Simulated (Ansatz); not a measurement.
# How strain moves the resistance of the fcc Cu(111) / fcc Rh(111) interface, part 2 of 2

Aim: 2AR of the fcc Cu(111) / fcc Rh(111) interface for nine common in-plane spacings, from one metal's own to the other's.

Ansatz 0.2.0; Ansatz plane-wave DFT, PBE, PAW files; ballistic transport by layer matching (Landauer), zero bias; PAW set soft_1.

So far, twice the interface resistance (2AR, or 2AR* for magnets) (fΩ m²): step 3 (resistance, spacing 1 of 9) 0.846; step 5 (in plane spacing 2.5728 Å, lattice of 1/8 of the way from Cu to …) 0.811; step 7 (in plane spacing 2.5894 Å, lattice of 2/8 of the way from Cu to …) 0.766; step 9 (in plane spacing 2.6061 Å, lattice of 3/8 of the way from Cu to …) 0.759; step 11 (in plane spacing 2.6227 Å, lattice of 4/8 of the way from Cu to …) 0.747.

## 12. Transmission, spacing 6 of 9, k-mesh 16×16×1, in plane spacing 2.6393 Å

The common spacing is 2.639 Å, 5/8 of the way from Cu to Rh; layer distances follow from each metal's atomic volume.

This step: Ansatz plane-wave DFT, PBE, PAW files; ballistic transport by layer matching (Landauer), zero bias; PAW set soft_1 (Ansatz 0.2.0).

The cell differs from the one that the last finished run ended in (a 2.623 → 2.639 Å, b 2.623 → 2.639 Å, c 38.620 → 38.135 Å).

The input, input.yaml:

```yaml
crystal:
  lattice:
    - [2.6393096484, 0.0, 0.0]
    - [-1.3196548242, 2.2857092039, 0.0]
    - [0.0, 0.0, 38.1346272044]
  atoms:
    - { symbol: Cu, position: [0.0, 0.0, 0.0262228865] }
    - { symbol: Cu, position: [0.3333333333, 0.6666666667, 0.0775586079] }
    - { symbol: Cu, position: [0.6666666667, 0.3333333333, 0.1288943293] }
    - { symbol: Cu, position: [0.0, 0.0, 0.1802300507] }
    - { symbol: Cu, position: [0.3333333333, 0.6666666667, 0.2315657721] }
    - { symbol: Cu, position: [0.6666666667, 0.3333333333, 0.2829014935] }
    - { symbol: Cu, position: [0.0, 0.0, 0.3342372149] }
    - { symbol: Cu, position: [0.3333333333, 0.6666666667, 0.3855729363] }
    - { symbol: Cu, position: [0.6666666667, 0.3333333333, 0.4369086577] }
    - { symbol: Rh, position: [0.0, 0.0, 0.4924642133] }
    - { symbol: Rh, position: [0.3333333333, 0.6666666667, 0.552239603] }
    - { symbol: Rh, position: [0.6666666667, 0.3333333333, 0.6120149927] }
    - { symbol: Rh, position: [0.0, 0.0, 0.6717903824] }
    - { symbol: Rh, position: [0.3333333333, 0.6666666667, 0.7315657721] }
    - { symbol: Rh, position: [0.6666666667, 0.3333333333, 0.7913411618] }
    - { symbol: Rh, position: [0.0, 0.0, 0.8511165515] }
    - { symbol: Rh, position: [0.3333333333, 0.6666666667, 0.9108919412] }
    - { symbol: Rh, position: [0.6666666667, 0.3333333333, 0.9706673309] }
kpoints:
  mp_grid: { grid: [16, 16, 1] }
hamiltonian:
  xc: pbe
  pseudopotentials: { kind: paw, azcp: { folder: soft_1 } }
scf:
  occupations: { method: fermi_dirac, width: 0.1 }
output:
  transmission:
    leads: [[3, 4], [12, 13]]
    kmesh: [44, 44]
    e_range: [-0.06, 0.06]
    de: 0.04
  write_potential: true
  write_density: true
  volumetric_format: npy
```

The run is started by

```bash
$ ansatz run input.yaml --threads 4 --pin off --max-ram 15360MiB --backend cpu --events-out ev --progress --plain --runs-dir out
```

It took 62 s on 4 threads of Arm Neoverse V1, shared host; peak memory 1.7 GiB; 4 min of CPU time.

This step gave:

* free energy: -117252.5941 eV
* energy at zero smearing: -117252.3346 eV
* Fermi energy: 19.58 eV
* cell area: 6.033 Å²
* transmission per spin nearest the Fermi level: 0.7503
* open channels per spin nearest the Fermi level: 0.8600
* open channels per spin, upper lead: 1.739
* step of the lead's potential: 4 meV
* step of the upper lead's potential: 2 meV

Per spin. Transmission, zone mean against energy, zero at the Fermi level:

| energy (eV) | transmission, zone mean |
| --- | --- |
| -0.0600 | 0.747 |
| -0.0200 | 0.750 |
| 0.0200 | 0.758 |
| 0.0600 | 0.758 |

Over the solved energies the transmission per spin lies between 0.747 and 0.758, out of 0.874 channels of the lead on average (up to 0.891).

## 13. Resistance, spacing 6 of 9

This step: Ansatz plane-wave DFT, PBE, PAW files; ballistic transport by layer matching (Landauer), zero bias; specific resistance of one interface, 1/T less the mean of the leads' 1/N; PAW set soft_1 (Ansatz 0.2.0).

Numbers from this step:

| Quantity | Value |
| --- | --- |
| area resistance | 0.3666 fΩ m² |
| T over the leads' mean channel count | 0.5724 |
| twice the interface resistance (2AR, or 2AR* for magnets) | 0.7331 fΩ m² |

Twice the interface resistance is 0.733 fΩ m² here, against 0.846 in the first run; 57.2 % of the two leads' mean channel count pass, 53.8 % before.

## 14. Transmission, spacing 7 of 9, k-mesh 16×16×1, in plane spacing 2.6559 Å

The common spacing is 2.656 Å, 6/8 of the way from Cu to Rh; layer distances follow from each metal's atomic volume.

This step: Ansatz plane-wave DFT, PBE, PAW files; ballistic transport by layer matching (Landauer), zero bias; PAW set soft_1 (Ansatz 0.2.0).

The cell differs from the one that the last finished run ended in (a 2.639 → 2.656 Å, b 2.639 → 2.656 Å, c 38.135 → 37.659 Å).

input.yaml, the sections that differ from step 12:

```yaml
crystal:
  lattice:
    - [2.6559390321, 0.0, 0.0]
    - [-1.327969516, 2.3001106727, 0.0]
    - [0.0, 0.0, 37.6585846052]
  atoms:
    - { symbol: Cu, position: [0.0, 0.0, 0.0265543703] }
    - { symbol: Cu, position: [0.3333333333, 0.6666666667, 0.0778900917] }
    - { symbol: Cu, position: [0.6666666667, 0.3333333333, 0.1292258131] }
    - { symbol: Cu, position: [0.0, 0.0, 0.1805615345] }
    - { symbol: Cu, position: [0.3333333333, 0.6666666667, 0.2318972559] }
    - { symbol: Cu, position: [0.6666666667, 0.3333333333, 0.2832329773] }
    - { symbol: Cu, position: [0.0, 0.0, 0.3345686987] }
    - { symbol: Cu, position: [0.3333333333, 0.6666666667, 0.3859044201] }
    - { symbol: Cu, position: [0.6666666667, 0.3333333333, 0.4372401415] }
    - { symbol: Rh, position: [0.0, 0.0, 0.4927956971] }
    - { symbol: Rh, position: [0.3333333333, 0.6666666667, 0.5525710868] }
    - { symbol: Rh, position: [0.6666666667, 0.3333333333, 0.6123464765] }
    - { symbol: Rh, position: [0.0, 0.0, 0.6721218662] }
    - { symbol: Rh, position: [0.3333333333, 0.6666666667, 0.7318972559] }
    - { symbol: Rh, position: [0.6666666667, 0.3333333333, 0.7916726456] }
    - { symbol: Rh, position: [0.0, 0.0, 0.8514480353] }
    - { symbol: Rh, position: [0.3333333333, 0.6666666667, 0.911223425] }
    - { symbol: Rh, position: [0.6666666667, 0.3333333333, 0.9709988147] }
# kpoints, hamiltonian, scf, output: as in step 12
```

Run time: 63 s. Hardware: 4 threads; peak memory 1.7 GiB; 4 min of CPU time.

Numbers from this step:

```
free energy                                    : -117252.6383 eV
energy at zero smearing                        : -117252.3811 eV
cell area                                      : 6.109 Å²
transmission per spin nearest the Fermi level  : 0.7758
open channels per spin nearest the Fermi level : 0.8946
open channels per spin, upper lead             : 1.763
step of the lead's potential                   : 2.2 meV
step of the upper lead's potential             : 2.5 meV
```

Per spin. Transmission, zone mean against energy, zero at the Fermi level:

| energy (eV) | transmission, zone mean |
| --- | --- |
| -0.0600 | 0.762 |
| -0.0200 | 0.776 |
| 0.0200 | 0.772 |
| 0.0600 | 0.767 |

Over the solved energies the transmission per spin lies between 0.762 and 0.776, out of 0.895 channels of the lead on average (up to 0.895).

## 15. Resistance, spacing 7 of 9

This step: Ansatz plane-wave DFT, PBE, PAW files; ballistic transport by layer matching (Landauer), zero bias; specific resistance of one interface, 1/T less the mean of the leads' 1/N; PAW set soft_1 (Ansatz 0.2.0).

This step gave:

```
area resistance                                           : 0.3622 fΩ m²
T over the leads' mean channel count                      : 0.5762
twice the interface resistance (2AR, or 2AR* for magnets) : 0.7243 fΩ m²
```

Twice the interface resistance is 0.724 fΩ m² here, against 0.846 in the first run; 57.6 % of the two leads' mean channel count pass, 53.8 % before.

## 16. Transmission, spacing 8 of 9, k-mesh 16×16×1, in plane spacing 2.6726 Å

The common spacing is 2.673 Å, 7/8 of the way from Cu to Rh; layer distances follow from each metal's atomic volume.

This step: Ansatz plane-wave DFT, PBE, PAW files; ballistic transport by layer matching (Landauer), zero bias; PAW set soft_1 (Ansatz 0.2.0).

The cell differs from the one that the last finished run ended in (a 2.656 → 2.673 Å, b 2.656 → 2.673 Å, c 37.659 → 37.191 Å).

input.yaml, the sections that differ from step 14:

```yaml
crystal:
  lattice:
    - [2.6725684158, 0.0, 0.0]
    - [-1.3362842079, 2.3145121414, 0.0]
    - [0.0, 0.0, 37.1914004965]
  atoms:
    - { symbol: Cu, position: [0.0, 0.0, 0.0268879361] }
    - { symbol: Cu, position: [0.3333333333, 0.6666666667, 0.0782236575] }
    - { symbol: Cu, position: [0.6666666667, 0.3333333333, 0.1295593789] }
    - { symbol: Cu, position: [0.0, 0.0, 0.1808951003] }
    - { symbol: Cu, position: [0.3333333333, 0.6666666667, 0.2322308217] }
    - { symbol: Cu, position: [0.6666666667, 0.3333333333, 0.2835665431] }
    - { symbol: Cu, position: [0.0, 0.0, 0.3349022645] }
    - { symbol: Cu, position: [0.3333333333, 0.6666666667, 0.3862379859] }
    - { symbol: Cu, position: [0.6666666667, 0.3333333333, 0.4375737074] }
    - { symbol: Rh, position: [0.0, 0.0, 0.4931292629] }
    - { symbol: Rh, position: [0.3333333333, 0.6666666667, 0.5529046526] }
    - { symbol: Rh, position: [0.6666666667, 0.3333333333, 0.6126800423] }
    - { symbol: Rh, position: [0.0, 0.0, 0.672455432] }
    - { symbol: Rh, position: [0.3333333333, 0.6666666667, 0.7322308217] }
    - { symbol: Rh, position: [0.6666666667, 0.3333333333, 0.7920062114] }
    - { symbol: Rh, position: [0.0, 0.0, 0.8517816011] }
    - { symbol: Rh, position: [0.3333333333, 0.6666666667, 0.9115569908] }
    - { symbol: Rh, position: [0.6666666667, 0.3333333333, 0.9713323805] }
# kpoints, hamiltonian, scf, output: as in step 14
```

It took 64 s on 4 threads; peak memory 1.7 GiB; 4.1 min of CPU time.

Numbers from this step:

```yaml
free_energy: -117252.5949 eV
energy_at_zero_smearing: -117252.3389 eV
cell_area: 6.186 Å²
transmission_per_spin_nearest_the_fermi_level: 0.7805
open_channels_per_spin_upper_lead: 1.788
step_of_the_lead_s_potential: 1.1 meV
step_of_the_upper_lead_s_potential: 2.9 meV
```

Per spin. Table of transmission, zone mean by energy, zero at the Fermi level:

| energy (eV) | transmission, zone mean |
| --- | --- |
| -0.0600 | 0.772 |
| -0.0200 | 0.781 |
| 0.0200 | 0.778 |
| 0.0600 | 0.771 |

Over the solved energies the transmission per spin lies between 0.771 and 0.781, out of 0.895 channels of the lead on average (up to 0.895).

## 17. Resistance, spacing 8 of 9

This step: Ansatz plane-wave DFT, PBE, PAW files; ballistic transport by layer matching (Landauer), zero bias; specific resistance of one interface, 1/T less the mean of the leads' 1/N; PAW set soft_1 (Ansatz 0.2.0).

Numbers from this step:

| Property | Result |
| --- | --- |
| area resistance | 0.3591 fΩ m² |
| T over the leads' mean channel count | 0.5800 |
| twice the interface resistance (2AR, or 2AR* for magnets) | 0.7182 fΩ m² |

Twice the interface resistance is 0.718 fΩ m² here, against 0.846 in the first run; 58.0 % of the two leads' mean channel count pass, 53.8 % before.

## 18. Transmission, spacing 9 of 9, k-mesh 16×16×1, in plane spacing 2.6892 Å

The common spacing is 2.689 Å, 8/8 of the way from Cu to Rh; layer distances follow from each metal's atomic volume.

This step: Ansatz plane-wave DFT, PBE, PAW files; ballistic transport by layer matching (Landauer), zero bias; PAW set soft_1 (Ansatz 0.2.0).

The cell differs from the one that the last finished run ended in (a 2.673 → 2.689 Å, b 2.673 → 2.689 Å, c 37.191 → 36.733 Å).

input.yaml, the sections that differ from step 16:

```yaml
crystal:
  lattice:
    - [2.6891977995, 0.0, 0.0]
    - [-1.3445988998, 2.3289136102, 0.0]
    - [0.0, 0.0, 36.7328564418]
  atoms:
    - { symbol: Cu, position: [0.0, 0.0, 0.0272235839] }
    - { symbol: Cu, position: [0.3333333333, 0.6666666667, 0.0785593053] }
    - { symbol: Cu, position: [0.6666666667, 0.3333333333, 0.1298950267] }
    - { symbol: Cu, position: [0.0, 0.0, 0.1812307481] }
    - { symbol: Cu, position: [0.3333333333, 0.6666666667, 0.2325664695] }
    - { symbol: Cu, position: [0.6666666667, 0.3333333333, 0.283902191] }
    - { symbol: Cu, position: [0.0, 0.0, 0.3352379124] }
    - { symbol: Cu, position: [0.3333333333, 0.6666666667, 0.3865736338] }
    - { symbol: Cu, position: [0.6666666667, 0.3333333333, 0.4379093552] }
    - { symbol: Rh, position: [0.0, 0.0, 0.4934649107] }
    - { symbol: Rh, position: [0.3333333333, 0.6666666667, 0.5532403004] }
    - { symbol: Rh, position: [0.6666666667, 0.3333333333, 0.6130156901] }
    - { symbol: Rh, position: [0.0, 0.0, 0.6727910798] }
    - { symbol: Rh, position: [0.3333333333, 0.6666666667, 0.7325664695] }
    - { symbol: Rh, position: [0.6666666667, 0.3333333333, 0.7923418593] }
    - { symbol: Rh, position: [0.0, 0.0, 0.852117249] }
    - { symbol: Rh, position: [0.3333333333, 0.6666666667, 0.9118926387] }
    - { symbol: Rh, position: [0.6666666667, 0.3333333333, 0.9716680284] }
# kpoints, hamiltonian, scf, output: as in step 16
```

Run time: 65 s. Hardware: 4 threads; peak memory 1.7 GiB.

This step gave:

| Property | Result |
| --- | --- |
| free energy | -117252.4669 eV |
| energy at zero smearing | -117252.2115 eV |
| cell area | 6.263 Å² |
| transmission per spin nearest the Fermi level | 0.7822 |
| open channels per spin, upper lead | 1.804 |
| step of the lead's potential | 3 meV |
| step of the upper lead's potential | 3.2 meV |

Per spin. Table of transmission, zone mean by energy, zero at the Fermi level:

| energy (eV) | transmission, zone mean |
| --- | --- |
| -0.0600 | 0.778 |
| -0.0200 | 0.782 |
| 0.0200 | 0.780 |
| 0.0600 | 0.771 |

Over the solved energies the transmission per spin lies between 0.771 and 0.782, out of 0.896 channels of the lead on average (up to 0.901).

## 19. Resistance, spacing 9 of 9

This step: Ansatz plane-wave DFT, PBE, PAW files; ballistic transport by layer matching (Landauer), zero bias; specific resistance of one interface, 1/T less the mean of the leads' 1/N; PAW set soft_1 (Ansatz 0.2.0).

This step gave:

```yaml
area_resistance: 0.3625 fΩ m²
t_over_the_leads_mean_channel_count: 0.5787
twice_the_interface_resistance_2ar_or_2ar_star_for_magnets: 0.7251 fΩ m²
```

Twice the interface resistance is 0.725 fΩ m² here, against 0.846 in the first run; 57.9 % of the two leads' mean channel count pass, 53.8 % before.

## 20. Results

| Property | Result |
| --- | --- |
| 2AR at 2.556 Å | 0.846 fΩ m² |
| 2AR at 2.573 Å | 0.811 fΩ m² |
| 2AR at 2.589 Å | 0.766 fΩ m² |
| 2AR at 2.606 Å | 0.759 fΩ m² |
| 2AR at 2.623 Å | 0.747 fΩ m² |
| 2AR at 2.639 Å | 0.733 fΩ m² |
| 2AR at 2.656 Å | 0.724 fΩ m² |
| 2AR at 2.673 Å | 0.718 fΩ m² |
| 2AR at 2.689 Å | 0.725 fΩ m² |

From 2.556 to 2.689 Å the value goes from 0.846 to 0.725 fΩ m², within 0.718 to 0.846 overall. Apart from turns of under 3 %, which the mesh doesn't resolve, it moves one way. Each metal keeps its atomic volume and ideal sites; real films relax a misfit by dislocations once they are thick enough.

[Logs are printed without paths, hosts, clocks, repeated set-up lines and the standing remarks that a program may print on its own settings, such as how far it seeks lower states.]

[Hosts, paths, dates, database ids (printed as entryN), source tags and the programs' standing remarks are cut or masked in the printed files.]
